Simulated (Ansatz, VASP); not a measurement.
# One calculation of Ga, two programs

The input INCAR:

```
  PREC = Accurate
  ENCUT = 520
  EDIFF = 1E-7
  ISMEAR = -1
  SIGMA = 0.05
  LREAL = False
  LASPH = True
  NELM = 100
  ALGO = Normal
  ISIF = 2
  LWAVE = False
  LCHARG = False
  NBANDS = 12
```

File KPOINTS:

```
Automatic mesh
0
Gamma
  16 16 16
```

Contents of POSCAR:

```
Ga
1.0
   -1.3765671674      1.3765671674      1.3765671674
    1.3765671674     -1.3765671674      1.3765671674
    1.3765671674      1.3765671674     -1.3765671674
Ga
1
Direct
    0.0000000000      0.0000000000      0.0000000000
```

Input for Ansatz:

```yaml
crystal:
  lattice:
    - [-1.3765671674, 1.3765671674, 1.3765671674]
    - [1.3765671674, -1.3765671674, 1.3765671674]
    - [1.3765671674, 1.3765671674, -1.3765671674]
  atoms:
    - { symbol: Ga, position: [0.0, 0.0, 0.0] }
kpoints:
  mp_grid: { grid: [16, 16, 16] }
scf:
  occupations: { method: fermi_dirac, width: 0.05 }
hamiltonian:
  xc: lda
  pseudopotentials: { kind: all_electron, datasets: crystal }
output:
  forces: true
  stress: true
  eigenvalues: true
```

Change from the starting cell: volume scaled by 0.6, crystal datasets.

Alike in both runs: task single point; functional LDA; k mesh 16 × 16 × 16; occupations fermi-dirac, width 0.05 eV; no spin polarisation.

|  | VASP | Ansatz |
| --- | --- | --- |
| version | VASP 6.6.1 | Ansatz 0.2.0 |
| potentials or method | VASP PAW LDA potentials, release 64 (Ga_d) | all-electron PAW with datasets made for the crystal, scalar-relativistic |
| plane-wave cutoff (eV) | 520 | see its input |

Ansatz gave:

* pressure (GPa): 111.3

Task: What did VASP give for the same quantities?

Result: Pressure (GPa): 112.7.

Ansatz ran all-electron here, so the differences hold the error of VASP's frozen core and of both bases. Ansatz warned: «printed_levels_off».

Caveats: the cell as given lies far from equilibrium; so large a pressure means that the cell lies far from this level's equilibrium, or that cutoff or potentials fall short (VASP).
